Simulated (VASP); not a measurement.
PbSe (Clausthalite), 2 atoms in the cell. It takes space group Fm-3m (No. 225, cubic). Conventional cell: a = 6.121 Å, b = 6.121 Å, c = 6.121 Å, α = 90.00°, β = 90.00°, γ = 90.00°. Pb (site symmetry m-3m) has 6 Se at 3.06 Å as nearest neighbours. Around Se (site symmetry m-3m) lie 6 Pb at 3.06 Å. 

| Property | Result |
| --- | --- |
| Program | VASP 6.6.1 |
| Task | relaxation of cell and atoms |
| Functional | r2SCAN50 |
| Potentials or basis | VASP PAW PBE potentials, release 64 (Pb_d, Se) |
| Cutoff | 600 eV |
| k mesh | 4 × 4 × 4 |
| Occupations | fermi-dirac, width 0.05 eV |
| Spin | no spin polarisation |
| Grid for exact exchange (PRECFOCK) | Fast |
| Exchange at q = 0 | truncated |
| Further INCAR settings | ALGO = Normal; EDIFF = 1e-06; IBRION = 2; EDIFFG = -0.01; NSW = 60; ISIF = 3 |

Potentials or basis: VASP PAW PBE potentials, release 64 (Pb_d, Se).

The run is started by

```sh
$ cat potpaw_PBE.64/Pb_d/POTCAR potpaw_PBE.64/Se/POTCAR > POTCAR
$ cp INCAR.step1 INCAR
$ mpirun -np 1 vasp_std > vasp.out
$ cp INCAR.step2 INCAR
$ mpirun -np 1 vasp_std > vasp.out
```

Hardware: 1 thread of Intel(R) Xeon(R) Platinum 8488C (Sapphire Rapids), with other jobs on the host.

Estimate the wall time of this run.

It took 17 min on 1 thread of Intel(R) Xeon(R) Platinum 8488C (Sapphire Rapids) (shared host), peak memory 0.22 GiB. Counts: scf iterations 26, k points 8, ion steps 3.
